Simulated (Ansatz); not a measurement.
# Fe: the crystal squeezed far

How does Fe (omega type) answer strong compression? Methods of the runs shown: PAW. Its runs: cell relaxed at zero pressure (PAW); volume scaled by 1 (PAW); shape and atoms relaxed at 0.84 of the volume (PAW); volume scaled by 0.84 (PAW and PAW (core large)); shape and atoms relaxed at 0.76 of the volume (PAW); volume scaled by 0.76 (PAW); shape and atoms relaxed at 0.68 of the volume (PAW); volume scaled by 0.68 (PAW); shape and atoms relaxed at 0.45 of the volume (PAW); volume scaled by 0.45 (PAW and PAW (cutoff 250 eV)).

Method: DFT PBE, with the methods named in each step, in Ansatz 0.2.0.

**1. The structure to begin with**

It takes space group P6/mmm (No. 191, hexagonal). The conventional cell has a = 3.989 Å, b = 3.989 Å, c = 2.473 Å, α = 90.00°, β = 90.00°, γ = 120.00°. Fe (site symmetry 6/mmm) is surrounded by 14 Fe at 2.47 to 2.61 Å. Around Fe (site symmetry -6m2) lie 11 Fe at 2.30 to 2.61 Å.

Coordinates:

```cif
data_structure
_symmetry_space_group_name_H-M 'P 1'
_symmetry_Int_Tables_number 1
_cell_length_a 3.9894
_cell_length_b 3.9894
_cell_length_c 2.4734
_cell_angle_alpha 90.000
_cell_angle_beta 90.000
_cell_angle_gamma 120.000
_cell_volume 34.09
loop_
_atom_site_label
_atom_site_type_symbol
_atom_site_fract_x
_atom_site_fract_y
_atom_site_fract_z
_atom_site_occupancy
Fe1 Fe 0.00000 0.00000 0.00000 1
Fe2 Fe 0.33333 0.66667 0.50000 1
Fe3 Fe 0.66667 0.33333 0.50000 1
```

Whether this phase is the stable one at these pressures isn't tested.

Atoms are numbered in the order of the input: Fe1, Fe2, Fe3.

**2. Cell relaxed at zero pressure, PAW**

File input.yaml:

```yaml
crystal:
  lattice:
    - [3.9894226849, 0.0, 0.0]
    - [-1.9947113425, 3.4549413916, 0.0]
    - [0.0, 0.0, 2.4734420647]
  atoms:
    - { symbol: Fe, position: [0.0, 0.0, 0.0], spin: 2.5 }
    - { symbol: Fe, position: [0.3333333333, 0.6666666667, 0.5], spin: 2.5 }
    - { symbol: Fe, position: [0.6666666667, 0.3333333333, 0.5], spin: 2.5 }
magnetization:
  spin_polarized: true
kpoints:
  mp_grid: { grid: [9, 9, 12] }
scf:
  occupations: { method: fermi_dirac, width: 0.08 }
hamiltonian:
  xc: pbe
  pseudopotentials: { kind: paw }
output:
  forces: true
  stress: true
relax:
  f_tol: 0.005
  max_steps: 40
  cell: {}
```

Run with:

```sh
$ ansatz run input.yaml --threads 2 --pin off --max-ram 6144MiB --backend cpu --events-out ev --progress --plain --runs-dir out
```

Further steps of the session: Volume scaled by 1, PAW; Shape and atoms relaxed at 0.84 of the volume, PAW; Volume scaled by 0.84, PAW; Volume scaled by 0.84, PAW (core large); Shape and atoms relaxed at 0.76 of the volume, PAW; Volume scaled by 0.76, PAW; Shape and atoms relaxed at 0.68 of the volume, PAW; Volume scaled by 0.68, PAW; Shape and atoms relaxed at 0.45 of the volume, PAW; Volume scaled by 0.45, PAW; Volume scaled by 0.45, PAW (cutoff 250 eV).

What does the calculation give? Wanted: PAW pressure at 0.45 of the volume; fitted bulk modulus at zero pressure.

The runs gave:

| quantity | value |
| --- | --- |
| PAW pressure at 0.45 of the volume | 775.4 GPa |
| PAW (cutoff 250 eV) pressure at 0.45 of the volume | 781.2 GPa |
| fitted bulk modulus at zero pressure (PAW) | 93 GPa |
| its pressure derivative | 6.47 |

In words: By PAW the pressure climbs to 775 GPa at 0.45 of the first volume. A third-order Birch-Murnaghan curve fits the range only roughly (B₀ = 93 GPa, B′ = 6.47, misfit at most 16.15 GPa). A fit over so wide a range leans to the high pressures, so B₀ can be off by several per cent. The largest moment goes from 2.57 to 0.00 μB: compression widens the bands and quenches it. No all-electron run checks these rows here, and frozen cores can fail under such compression. The ions are at rest, and the electrons smeared by 0.08 eV. The magnetic state is the one reached from the start moments in this cell; it needn't be the ground state.
